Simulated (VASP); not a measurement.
# BP (F-43m) in VASP: notebook, part 3 of 3

VASP 6.6.1. Earlier steps stand in the parts before.

### Step 5. G0W0 quasiparticle levels, PBE

POSCAR reads:

```
BP
1.0
    0.0000000000      2.2690000000      2.2690000000
    2.2690000000      0.0000000000      2.2690000000
    2.2690000000      2.2690000000      0.0000000000
P B
1 1
Direct
    0.7500000000      0.7500000000      0.7500000000
    0.0000000000      0.0000000000      0.0000000000
```

INCAR.step1 reads:

```
SYSTEM = BP
PREC = Accurate
ENCUT = 450
EDIFF = 1E-8
ISMEAR = 0
SIGMA = 0.01
LREAL = .FALSE.
LASPH = .TRUE.
NELM = 80
ALGO = Normal
LWAVE = .TRUE.
LCHARG = .FALSE.
GGA = PE
```

INCAR.step2 reads:

```
SYSTEM = BP
PREC = Accurate
ENCUT = 450
EDIFF = 1E-8
ISMEAR = 0
SIGMA = 0.01
LREAL = .FALSE.
LASPH = .TRUE.
NELM = 1
ALGO = Exact
LWAVE = .TRUE.
LCHARG = .FALSE.
GGA = PE
NBANDS = 60
LOPTICS = .TRUE.
ISTART = 1
```

INCAR.step3 reads:

```
SYSTEM = BP
PREC = Accurate
ENCUT = 450
EDIFF = 1E-8
ISMEAR = 0
SIGMA = 0.01
LREAL = .FALSE.
LASPH = .TRUE.
ALGO = EVGW0
LWAVE = .FALSE.
LCHARG = .FALSE.
GGA = PE
NELMGW = 1
NBANDS = 60
ENCUTGW = 260
NOMEGA = 48
PRECFOCK = Fast
ISTART = 1
NBANDSGW = 12
```

KPOINTS reads:

```
Automatic mesh
0
G
  3 3 3
  0 0 0
```

Potentials or basis: VASP PAW PBE potentials, release 64 (P_GW, B_GW).

The run is started by

```bash
$ cat potpaw_PBE.64/P_GW/POTCAR potpaw_PBE.64/B_GW/POTCAR > POTCAR
$ cp INCAR.step1 INCAR
$ mpirun -np 1 vasp_std > vasp.out
$ cp INCAR.step2 INCAR
$ mpirun -np 1 vasp_std > vasp.out
$ cp INCAR.step3 INCAR
$ mpirun -np 1 vasp_std > vasp.out
```

OUTCAR:

```text
SYSTEM = BP
   PREC = Accurate
   ENCUT = 450
   EDIFF = 1E-8
   ISMEAR = 0
   LREAL = .FALSE.
   LASPH = .TRUE.
   GGA = PE
   NELMGW = 1
   ENCUTGW = 260
   PRECFOCK = Fast
   ISTART = 1

 Found      4 irreducible k-points:

 Following reciprocal coordinates:
            Coordinates               Weight
  0.000000  0.000000  0.000000      1.000000
  0.333333  0.000000  0.000000      8.000000
  0.333333  0.333333  0.000000      6.000000
 -0.333333  0.333333  0.000000     12.000000
   k-points           NKPTS =      4   k-points in BZ     NKDIM =     27   number of bands    NBANDS=     60
   number of dos      NEDOS =    301   number of ions     NIONS =      2
   total plane-waves  NPLWV =  13824
   dimension x,y,z NGX =    24 NGY =   24 NGZ =   24
   dimension x,y,z NGXF=    48 NGYF=   48 NGZF=   48
   ions per type =               1   1
   NGX,Y,Z   is equivalent  to a cutoff of  12.43, 12.43, 12.43 a.u.
   NGXF,Y,Z  is equivalent  to a cutoff of  24.87, 24.87, 24.87 a.u.
 SYSTEM =  BP
   PREC   = accura    normal or accurate (medium, high low for compatibility)
   ISTART =      1    job   : 0-new  1-cont  2-samecut
   ICHARG =      0    charge: 1-file 2-atom 10-const
   ISPIN  =      1    spin polarized calculation?
   LNONCOLLINEAR =      F non collinear calculations
   LSORBIT =      F    spin-orbit coupling
   LASPH  =      T    aspherical Exc in radial PAW
   ENCUT  =  450.0 eV  33.07 Ry    5.75 a.u.   5.55  5.55  5.55*2*pi/ulx,y,z
   NELM   =     60;   NELMIN=  2; NELMDL=  0     # of ELM steps
   EDIFF  = 0.1E-07   stopping-criterion for ELM
   LREAL  =      F    real-space projection
   EDIFFG = 0.1E-06   stopping-criterion for IOM
   NSW    =      0    number of steps for IOM
   IBRION =     -1    ionic relax: 0-MD 1-quasi-New 2-CG
   NFREE  =      0    steps in history (QN), initial steepest desc. (CG)
   ISIF   =      0    stress and relaxation
   ISYM   =      3    0-nonsym 1-usesym 2-fastsym
   POTIM  = 0.5000    time-step for ionic-motion
   TEBEG  =    0.0;   TEEND  =   0.0 temperature during run
   PSTRESS=    0.0 pullay stress
   NELECT =       8.0000    total number of electrons
   NUPDOWN=      -1.0000    fix difference up-down
   EMIN   =  10.00;   EMAX   =-10.00  energy-range for DOS
   EFERMI =   0.00;   METHOD = LEGACY
   ISMEAR =     0;   SIGMA  =   0.01  broadening in eV -4-tet -1-fermi 0-gaus
   EFERMI_NEDOS =   21; number of points for ismear=-14 and -15
   IALGO  =     38    algorithm
   IMIX   =      4    mixing-type and parameters
     AMIX     =   0.40;   BMIX     =  1.00
     AMIX_MAG =   1.60;   BMIX_MAG =  1.00
  volume/ion in A,a.u.               =      11.68        78.83
  Fermi-wavevector in a.u.,A,eV,Ry     =   1.145320  2.164342 17.847562  1.311759
  Thomas-Fermi vector in A             =   2.282009
   LORBIT       =      0    0 simple, 1 ext, 2 COOP (PROOUT), +10 PAW based schemes
   GGA     = PE    functional components
   LHFCALC =     T    Hartree Fock is set to
   PRECFOCK=fast      Normal, Fast or Accurate (Low or Medium for compatibility)
   ENCUT4O =  -1.0   cutoff for four orbital integrals eV
   NKREDX  =     1    reduce k-point grid by
   NKREDY  =     1    reduce k-point grid by
   NKREDZ  =     1    reduce k-point grid by
   AEXX    =    1.0000 exact exchange contribution
   HFSCREEN=    0.0000 screening length (either q_TF or 0.3 A-1)
   HFSCREENC=   0.0000 screening length for correlation (either q_TF or 0.3 A-1)
   ENCUTFOCK=  -1.0 apply spherical cutoff to Coloumb kernel
   IVDW    =     0    specifies the selected vdW correction
   LEPSILON=     F    determine dielectric tensor
   LRPA    =     F    only Hartree local field effects (RPA)
   LRPAFORCE           =     F    calculate RPA forces
   ENCUTGW             = 260.0    cutoff for response function in eV
   ENCUTGWSOFT         = 208.0    soft cutoff for Coulomb kernel in GW response function in eV
   ENCUTLF             =  -1.0    cutoff for local field effects
   NELMGW              =     1    number of iterations in solving QP/BSE equation
   NELMHF              =     1    number of iterations in the inner HF iteration
   NKREDLFX            =     1    NKREDLFY  =   1   NKREDLFZ  =   1
 non-spin polarized calculation
 Gauss-broadening in eV      SIGMA  =   0.01
  energy-cutoff  :      450.00
  volume of cell :       23.36
 maximum number of plane-waves:       531
 NGX is ok and might be reduce to    24
  NGX = 14; NGY = 14; NGZ = 14
   NGX = 11   NGY = 11   NGZ = 11
 maximum number of plane-waves:       229

 QP shifts <psi_nk| G(iteration)W_0 |psi_nk>: iteration 1
 for sc-GW calculations column KS-energies equals QP-energies in previous step
 and V_xc(KS)=  KS-energies - (<T + V_ion + V_H > + <T+V_H+V_ion>^1  + <V_x>^1)

 k-point   1 :       0.0000    0.0000    0.0000
  band No.  KS-energies  QP-energies   sigma(KS)   V_xc(KS)     V^pw_x(r,r')   Z            occupation Imag(sigma)

      1      -8.2562      -9.0363     -13.1169     -12.0443     -20.4104       0.7273       2.0000       1.4757
      2       7.2423       6.8063     -13.8866     -13.3323     -15.6940       0.7865       2.0000       0.0758
      3       7.2423       6.8063     -13.8866     -13.3323     -15.6940       0.7865       2.0000       0.0758
      4       7.2423       6.8063     -13.8866     -13.3323     -15.6940       0.7865       2.0000       0.0758
      5      10.5996      11.0443     -11.4860     -12.0587      -6.6990       0.7764       0.0000      -0.1080
      6      10.5996      11.0443     -11.4860     -12.0587      -6.6990       0.7764       0.0000      -0.1080
      7      10.5996      11.0443     -11.4860     -12.0587      -6.6990       0.7764       0.0000      -0.1080
      8      14.6211      15.0834     -12.1368     -12.7388      -5.8616       0.7679       0.0000      -0.2617
      9      18.7364      18.6431      -9.4645      -9.3455      -3.2088       0.7842       0.0000      -0.3932
     10      19.2001      19.7774     -10.9982     -11.7529      -4.8887       0.7648       0.0000      -0.2695
     11      19.2001      19.7774     -10.9982     -11.7529      -4.8887       0.7648       0.0000      -0.2695
     12      22.8563      23.0306      -9.6471      -9.8669      -2.7229       0.7931       0.0000      -0.7837

 k-point   2 :       0.3333    0.0000    0.0000
  band No.  KS-energies  QP-energies   sigma(KS)   V_xc(KS)     V^pw_x(r,r')   Z            occupation Imag(sigma)

      1      -6.3381      -7.0916     -13.2906     -12.2494     -19.8743       0.7237       2.0000       1.0973
      2       0.4812      -0.1880     -13.0865     -12.1915     -16.7983       0.7478       2.0000       0.2716
      3       5.7643       5.2714     -13.6906     -13.0562     -15.8315       0.7769       2.0000       0.0889
      4       5.7643       5.2714     -13.6906     -13.0562     -15.8315       0.7769       2.0000       0.0889
      5      11.1127      11.4506     -11.6496     -12.0845      -6.5521       0.7770       0.0000      -0.1223
      6      12.0497      12.5102     -11.2391     -11.8323      -6.1150       0.7762       0.0000      -0.1292
      7      12.0497      12.5102     -11.2391     -11.8323      -6.1150       0.7762       0.0000      -0.1292
      8      17.3386      17.6342     -10.5789     -10.9706      -3.9912       0.7547       0.0000      -0.3630
      9      19.0046      19.4640     -10.8428     -11.4359      -4.5850       0.7746       0.0000      -0.3750
     10      19.0046      19.4640     -10.8428     -11.4359      -4.5850       0.7746       0.0000      -0.3750
     11      20.6568      20.8144     -10.2971     -10.5014      -3.6857       0.7712       0.0000      -0.4818
     12      24.9945      25.3366     -10.8412     -11.2976      -3.3551       0.7496       0.0000      -0.8045

 k-point   3 :       0.3333    0.3333    0.0000
  band No.  KS-energies  QP-energies   sigma(KS)   V_xc(KS)     V^pw_x(r,r')   Z            occupation Imag(sigma)

      1      -5.6621      -6.4531     -13.3405     -12.2893     -19.6316       0.7525       2.0000       0.9989
      2       1.6264       0.9628     -13.7756     -12.9007     -17.2483       0.7585       2.0000       0.2342
      3       3.7285       3.1517     -13.3246     -12.5712     -16.0353       0.7656       2.0000       0.1233
      4       3.7285       3.1517     -13.3246     -12.5712     -16.0353       0.7656       2.0000       0.1233
      5       8.5793       8.7991     -10.7786     -11.0563      -6.2808       0.7915       0.0000      -0.0921
      6      10.4955      10.6994     -10.2003     -10.4579      -5.2513       0.7915       0.0000      -0.1080
      7      16.8164      17.4685     -11.8995     -12.7487      -5.5689       0.7678       0.0000      -0.3266
      8      16.8164      17.4685     -11.8995     -12.7487      -5.5689       0.7678       0.0000      -0.3266
      9      20.8930      21.4435     -11.9184     -12.6458      -4.7080       0.7569       0.0000      -0.5796
     10      21.8821      22.4953     -11.1177     -11.9044      -4.3625       0.7795       0.0000      -0.5427
     11      24.4353      24.7679     -10.7924     -11.2334      -3.5072       0.7542       0.0000      -0.7406
     12      26.9735      27.5042     -11.3359     -12.0371      -3.5594       0.7569       0.0000      -1.1523

 k-point   4 :      -0.3333    0.3333    0.0000
  band No.  KS-energies  QP-energies   sigma(KS)   V_xc(KS)     V^pw_x(r,r')   Z            occupation Imag(sigma)

      1      -3.8247      -4.5212     -13.6597     -12.7142     -19.3027       0.7366       2.0000       0.7326
      2      -0.6121      -1.3671     -13.5240     -12.5124     -17.8964       0.7463       2.0000       0.4015
      3       0.8718       0.1992     -12.5114     -11.6314     -15.7545       0.7643       2.0000       0.2099
      4       4.1665       3.6011     -13.4295     -12.6946     -16.0028       0.7694       2.0000       0.1157
      5       9.8351      10.0781     -10.6020     -10.9091      -5.8143       0.7912       0.0000      -0.1044
      6      15.4335      15.8265     -11.0847     -11.5956      -5.2861       0.7692       0.0000      -0.2292
      7      15.7422      16.3606     -11.5361     -12.3392      -5.3371       0.7700       0.0000      -0.2939
      8      16.9753      17.5044     -11.7886     -12.4877      -5.3046       0.7568       0.0000      -0.3387
      9      17.6280      18.1363     -11.4718     -12.1376      -5.1107       0.7632       0.0000      -0.3352
     10      18.8698      19.3042     -10.8104     -11.3649      -4.7725       0.7835       0.0000      -0.3526
     11      25.9044      26.3916     -11.4222     -12.0791      -3.4867       0.7417       0.0000      -0.9333
     12      27.2862      27.4400      -9.9503     -10.1504      -2.6179       0.7684       0.0000      -0.9732
```

Wall time 16 s (1 thread of Intel Xeon Platinum 8259CL at 2.50GHz (Skylake/Cascade Lake), shared host); peak memory 0.22 GiB.

These settings aren't checked as converged: the numbers below hold their error.

Results:

```
Band gap on the k mesh, mean-field level : 1.34 eV, indirect (least direct gap 3.36 eV)
Quasiparticle gap                        : 1.99 eV
Least direct quasiparticle gap           : 4.24 eV
```

Caveat: the k mesh is coarse (spacing up to 0.80 Å⁻¹), so the values aren't converged; bands, screening cutoff and mesh are small and nothing is extrapolated, so the quasiparticle values aren't converged; an odd mesh through Γ misses points on the zone boundary, where band edges often lie.

### Step 6. The reference run

An earlier run on the cell as given: functional PBEsol; potentials or basis VASP PAW PBE potentials, release 64 (P, B); cutoff 520 eV; k mesh 10 × 10 × 10; occupations fermi-dirac, width 0.05 eV; no spin polarisation.

- Pressure: -1.9 GPa
- Band gap on the k mesh: 1.13 eV, indirect (least direct gap 3.36 eV)
